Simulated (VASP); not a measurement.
The system is HfN.

```
Hf N
1.0
     3.13391    0.00000    0.00000
    -1.56695    2.71404    0.00000
     0.00000    0.00000    5.41677
Hf N
2 2
Direct
  0.67155 0.33408 0.74916
  0.33822 0.66741 0.24916
  0.00489 0.00074 0.99916
  0.98534 0.99777 0.50251
```

The cell comes from a database or a generator and needn't be the stable form of this composition.

The cell isn't the ideal one: atom 4 moved 0.06 Å.

| Quantity | Value |
| --- | --- |
| Program | VASP 6.6.1 |
| Task | relaxation of cell and atoms |
| Functional | PBE |
| Potentials or basis | VASP PAW PBE potentials, release 64 (Hf_pv, N) |
| Cutoff | 600 eV |
| k mesh | 10 × 10 × 5 |
| Occupations | gaussian, width 0.05 eV |
| Spin | no spin polarisation |

At the start: pressure 3.9 GPa; volume 11.52 Å³/atom.

Where does the relaxation end?

Over 7 steps the energy falls by 6.9 meV/atom and the volume is 11.68 Å³/atom (+1.4 %); space group P6_3/mmc (No. 194, to 0.05 Å).

Step by step:
```csv
step,energy change (eV),largest force (eV/Å),pressure (GPa),volume (Å³)
1,0.0000,0.6996,3.88,46.07
2,0.0007,0.1414,-6.66,47.96
3,-0.0188,0.3947,-1.58,46.99
4,-0.0273,0.0895,0.02,46.69
5,-0.0273,0.0894,0.14,46.67
6,-0.0278,0.0322,-0.13,46.71
7,-0.0278,0.0157,-0.17,46.72
```

Final structure:
```cif
data_structure
_symmetry_space_group_name_H-M 'P 1'
_symmetry_Int_Tables_number 1
_cell_length_a 3.1500
_cell_length_b 3.1498
_cell_length_c 5.4374
_cell_angle_alpha 89.986
_cell_angle_beta 89.998
_cell_angle_gamma 119.994
_cell_volume 46.72
loop_
_atom_site_label
_atom_site_type_symbol
_atom_site_fract_x
_atom_site_fract_y
_atom_site_fract_z
_atom_site_occupancy
Hf1 Hf 0.66645 0.33344 0.75005 1
Hf2 Hf 0.33307 0.66649 0.25002 1
N1 N 0.00035 0.00006 0.99998 1
N2 N 0.00013 0.00002 0.49995 1
```
